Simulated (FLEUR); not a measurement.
# Cr (Im-3m) in FLEUR: a series of runs, part 2 of 2

FLEUR MaX-R8.1 (later development tree).

## 9. Band structure, PBE, collinear spin, ferromagnetic start

File inp.xml:

```xml
<?xml version="1.0" encoding="UTF-8" standalone="no"?>
<fleurInput fleurInputVersion="0.39">
   <comment>
      Cr                                                                                                  
   </comment>
   <calculationSetup>
      <cutoffs Kmax="4.36" Gmax="13.5" GmaxXC="13.5" numbands="0"/>
      <scfLoop itmax="60" minDistance="0.00001" maxIterBroyd="15" imix="Anderson" alpha="0.05" precondParam="0.0" spinf="2.0" sdNocoIR="T"/>
      <coreElectrons ctail="T" frcor="F" kcrel="0" coretail_lmax="0"/>
      <xcFunctional name="pbe" relativisticCorrections="F"/>
      <magnetism jspins="2"/>
      <soc l_soc="F" theta="0.0" phi="0.0" spav="F"/>
      <expertModes spex="0" secvar="F"/>
      <geometryOptimization l_f="F" forcealpha="1.0" forcemix="BFGS" epsdisp="0.00001" epsforce="0.00001"/>
      <ldaU l_linMix="F" mixParam="0.05" spinf="1.0"/>
   </calculationSetup>
   <cell>
      <bzIntegration valenceElectrons="14.0" mode="hist" fermiSmearingEnergy="0.00183747">
         <kPointListSelection listName="default-1"/>
         <!-- k-points included here -->
         <xi:include xmlns:xi="http://www.w3.org/2001/XInclude" href="kpts.xml"> </xi:include>
      </bzIntegration>
      <!-- symmetry operations included here -->
      <xi:include xmlns:xi="http://www.w3.org/2001/XInclude" href="sym.xml"> </xi:include>
      <bulkLattice scale="1.0">
         <bravaisMatrix>
            <row-1>   -2.8052033364147673     2.8052033364147673     2.8052033364147673</row-1>
            <row-2>    2.8052033364147673    -2.8052033364147673     2.8052033364147673</row-2>
            <row-3>    2.8052033364147673     2.8052033364147673    -2.8052033364147673</row-3>
         </bravaisMatrix>
      </bulkLattice>
   </cell>
   <atomSpecies>
      <species name="Chromium (3.000" element="Cr" atomicNumber="24">
         <mtSphere radius="2.25" gridPoints="745" logIncrement="0.016"/>
         <atomicCutoffs lmax="9" lnonsphr="7"/>
         <electronConfig flipSpins="F">
            <coreConfig>(1s1/2) (2s1/2) (2p1/2) (2p3/2)</coreConfig>
            <valenceConfig>(3s1/2) (3p1/2) (3p3/2) (4s1/2) (3d3/2) (3d5/2)</valenceConfig>
            <stateOccupation state="(4s1/2)" spinUp="0.5" spinDown="0.5"/>
            <stateOccupation state="(3d3/2)" spinUp="1.0" spinDown="1.0"/>
            <stateOccupation state="(3d5/2)" spinUp="3.0" spinDown="0.0"/>
         </electronConfig>
         <energyParameters s="4" p="4" d="3" f="4"/>
         <lo type="SCLO" l="0" n="3" eDeriv="0"/>
         <lo type="SCLO" l="1" n="3" eDeriv="0"/>
         <lo type="SCLO" l="1" n="3" eDeriv="1"/>
         <lo type="SCLO" l="2" n="3" eDeriv="2"/>
         <lo type="SCLO" l="3" n="4" eDeriv="2"/>
      </species>
   </atomSpecies>
   <atomGroups>
      <atomGroup species="Chromium (3.000">
         <relPos label="                   1">.0000000000 .0000000000 .0000000000</relPos>
         <force calculate="T" relaxXYZ="TTT"/>
      </atomGroup>
   </atomGroups>
   <output dos="F" band="F" slice="F">
      <checks vchk="F" cdinf="F"/>
      <bandDOS minEnergy="-.5*Htr" maxEnergy="0.5*Htr" sigma="0.015" storeEVData="T"/>
      <vacuumDOS vacdos="F" integ="F" star="F" nstars="0" locx1="0.0" locy1="0.0" locx2="0.0" locy2="0.0" nstm="0" tworkf="0.0"/>
      <unfoldingBand unfoldBand="F" supercellX="1" supercellY="1" supercellZ="1"/>
      <plotting iplot="0" polar="F">
         <plot TwoD="T" vec1="  1.0  0.0  0.0" vec2="  0.0  1.0  0.0" vec3="  0.0  0.0  1.0" zero="  0.0  0.0  0.0" file="plot"/>
      </plotting>
      <chargeDensitySlicing numkpt="0" minEigenval="0.0" maxEigenval="0.0" nnne="0" pallst="F"/>
      <specialOutput eonly="F"/>
      <moessbauerParams electricFieldGradient="T" isomerShift="T" coreHyperfine="T" valenceHyperfine="T"/>
      <magneticCircularDichroism mcd="F" energyLo="-10.0" energyUp="0.0"/>
   </output>
  <!-- We include the file relax.xml here to enable relaxations (see documentation) -->
  <xi:include xmlns:xi="http://www.w3.org/2001/XInclude" href="relax.xml"> <xi:fallback/> </xi:include>
</fleurInput>
```

File crystal.txt:

```
Cr
&input cartesian=F /
-1.4844496776  1.4844496776  1.4844496776
1.4844496776  -1.4844496776  1.4844496776
1.4844496776  1.4844496776  -1.4844496776
1.8897261246
1.0 1.0 1.0

1
24 0.0000000000  0.0000000000  0.0000000000 : 3.000

&kpt div1=12 div2=12 div3=12 gamma=T /
```

File inp.xml (bands):

```
<?xml version="1.0" encoding="UTF-8" standalone="no"?>
<fleurInput fleurInputVersion="0.39">
   <comment>
      Cr                                                                                                  
   </comment>
   <calculationSetup>
      <cutoffs Kmax="4.36" Gmax="13.5" GmaxXC="13.5" numbands="0"/>
      <scfLoop itmax="60" minDistance="0.00001" maxIterBroyd="15" imix="Anderson" alpha="0.05" precondParam="0.0" spinf="2.0" sdNocoIR="T"/>
      <coreElectrons ctail="T" frcor="F" kcrel="0" coretail_lmax="0"/>
      <xcFunctional name="pbe" relativisticCorrections="F"/>
      <magnetism jspins="2"/>
      <soc l_soc="F" theta="0.0" phi="0.0" spav="F"/>
      <expertModes spex="0" secvar="F"/>
      <geometryOptimization l_f="F" forcealpha="1.0" forcemix="BFGS" epsdisp="0.00001" epsforce="0.00001"/>
      <ldaU l_linMix="F" mixParam="0.05" spinf="1.0"/>
   </calculationSetup>
   <cell>
      <bzIntegration valenceElectrons="14.0" mode="hist" fermiSmearingEnergy="0.00183747">
         <kPointListSelection listName="path-1"/>
         <!-- k-points included here -->
         <xi:include xmlns:xi="http://www.w3.org/2001/XInclude" href="kpts.xml"> </xi:include>
      </bzIntegration>
      <!-- symmetry operations included here -->
      <xi:include xmlns:xi="http://www.w3.org/2001/XInclude" href="sym.xml"> </xi:include>
      <bulkLattice scale="1.0">
         <bravaisMatrix>
            <row-1>   -2.8052033364147673     2.8052033364147673     2.8052033364147673</row-1>
            <row-2>    2.8052033364147673    -2.8052033364147673     2.8052033364147673</row-2>
            <row-3>    2.8052033364147673     2.8052033364147673    -2.8052033364147673</row-3>
         </bravaisMatrix>
      </bulkLattice>
   </cell>
   <atomSpecies>
      <species name="Chromium (3.000" element="Cr" atomicNumber="24">
         <mtSphere radius="2.25" gridPoints="745" logIncrement="0.016"/>
         <atomicCutoffs lmax="9" lnonsphr="7"/>
         <electronConfig flipSpins="F">
            <coreConfig>(1s1/2) (2s1/2) (2p1/2) (2p3/2)</coreConfig>
            <valenceConfig>(3s1/2) (3p1/2) (3p3/2) (4s1/2) (3d3/2) (3d5/2)</valenceConfig>
            <stateOccupation state="(4s1/2)" spinUp="0.5" spinDown="0.5"/>
            <stateOccupation state="(3d3/2)" spinUp="1.0" spinDown="1.0"/>
            <stateOccupation state="(3d5/2)" spinUp="3.0" spinDown="0.0"/>
         </electronConfig>
         <energyParameters s="4" p="4" d="3" f="4"/>
         <lo type="SCLO" l="0" n="3" eDeriv="0"/>
         <lo type="SCLO" l="1" n="3" eDeriv="0"/>
         <lo type="SCLO" l="1" n="3" eDeriv="1"/>
         <lo type="SCLO" l="2" n="3" eDeriv="2"/>
         <lo type="SCLO" l="3" n="4" eDeriv="2"/>
      </species>
   </atomSpecies>
   <atomGroups>
      <atomGroup species="Chromium (3.000">
         <relPos label="                   1">.0000000000 .0000000000 .0000000000</relPos>
         <force calculate="T" relaxXYZ="TTT"/>
      </atomGroup>
   </atomGroups>
   <output dos="F" band="T" slice="F">
      <checks vchk="F" cdinf="F"/>
      <bandDOS minEnergy="-.5*Htr" maxEnergy="0.5*Htr" sigma="0.015" storeEVData="T"/>
      <vacuumDOS vacdos="F" integ="F" star="F" nstars="0" locx1="0.0" locy1="0.0" locx2="0.0" locy2="0.0" nstm="0" tworkf="0.0"/>
      <unfoldingBand unfoldBand="F" supercellX="1" supercellY="1" supercellZ="1"/>
      <plotting iplot="0" polar="F">
         <plot TwoD="T" vec1="  1.0  0.0  0.0" vec2="  0.0  1.0  0.0" vec3="  0.0  0.0  1.0" zero="  0.0  0.0  0.0" file="plot"/>
      </plotting>
      <chargeDensitySlicing numkpt="0" minEigenval="0.0" maxEigenval="0.0" nnne="0" pallst="F"/>
      <specialOutput eonly="F"/>
      <moessbauerParams electricFieldGradient="T" isomerShift="T" coreHyperfine="T" valenceHyperfine="T"/>
      <magneticCircularDichroism mcd="F" energyLo="-10.0" energyUp="0.0"/>
   </output>
  <!-- We include the file relax.xml here to enable relaxations (see documentation) -->
  <xi:include xmlns:xi="http://www.w3.org/2001/XInclude" href="relax.xml"> <xi:fallback/> </xi:include>
</fleurInput>
```

Potentials or basis: all-electron, FLAPW.

Launch:

```sh
inpgen -f crystal.txt -profile fastHighL
# inp.xml edited to the form shown
fleur_MPI
fleur_MPI   # second run, on inp.xml (bands)
```

It took 48 s on 1 thread of Arm Neoverse V1, shared host; peak memory 0.06 GiB.

Results (log left out):

| Quantity | Value |
| --- | --- |
| Free energy | -28596.1043 eV |
| Band gap along the path | none (metal or under the smearing width) |
| Net moment | 0.00 μB per cell |
| Valence electrons inside the program's atomic spheres | Cr 12.43 (radii Cr 2.25 bohr) |

Levels at the corners of the path, in eV from the Fermi level:
Spin up:
```tsv
point	band 3	band 4	band 5	band 6	band 7	band 8	band 9	band 10	band 11	band 12
Γ	-42.77	-42.77	-7.39	-0.71	-0.71	-0.71	1.05	1.05	21.33	21.33
H	-43.20	-43.20	-3.57	-3.57	2.12	2.12	2.12	9.54	9.54	9.54
N	-42.97	-42.77	-3.82	-2.02	0.86	1.02	1.32	2.45	8.56	16.19
Γ	-42.77	-42.77	-7.39	-0.71	-0.71	-0.71	1.05	1.05	21.33	21.33
P	-43.07	-43.07	-1.99	-1.99	-1.99	1.37	1.37	9.17	9.17	9.17
H	-43.20	-43.20	-3.57	-3.57	2.12	2.12	2.12	9.54	9.54	9.54
P	-43.07	-43.07	-1.99	-1.99	-1.99	1.37	1.37	9.17	9.17	9.17
N	-42.97	-42.77	-3.82	-2.02	0.86	1.02	1.32	2.45	8.56	16.19
```
Spin down:
```
point  band 3  band 4  band 5  band 6  band 7  band 8  band 9  band 10  band 11  band 12
    Γ  -42.77  -42.77   -7.39   -0.71   -0.71   -0.71    1.05     1.05    21.33    21.33
    H  -43.20  -43.20   -3.57   -3.57    2.12    2.12    2.12     9.54     9.54     9.54
    N  -42.97  -42.77   -3.82   -2.02    0.86    1.02    1.32     2.45     8.56    16.19
    Γ  -42.77  -42.77   -7.39   -0.71   -0.71   -0.71    1.05     1.05    21.33    21.33
    P  -43.07  -43.07   -1.99   -1.99   -1.99    1.37    1.37     9.17     9.17     9.17
    H  -43.20  -43.20   -3.57   -3.57    2.12    2.12    2.12     9.54     9.54     9.54
    P  -43.07  -43.07   -1.99   -1.99   -1.99    1.37    1.37     9.17     9.17     9.17
    N  -42.97  -42.77   -3.82   -2.02    0.86    1.02    1.32     2.45     8.56    16.19
```

Core levels (eV from the Fermi level):
```
atom                                                   levels
1 Cr  1s1/2 -5877.7, 2s1/2 -665.6, 2p1/2 -564.9, 2p3/2 -556.2
```

Caveat: the starting moments collapsed, and a magnetic state may lie lower.
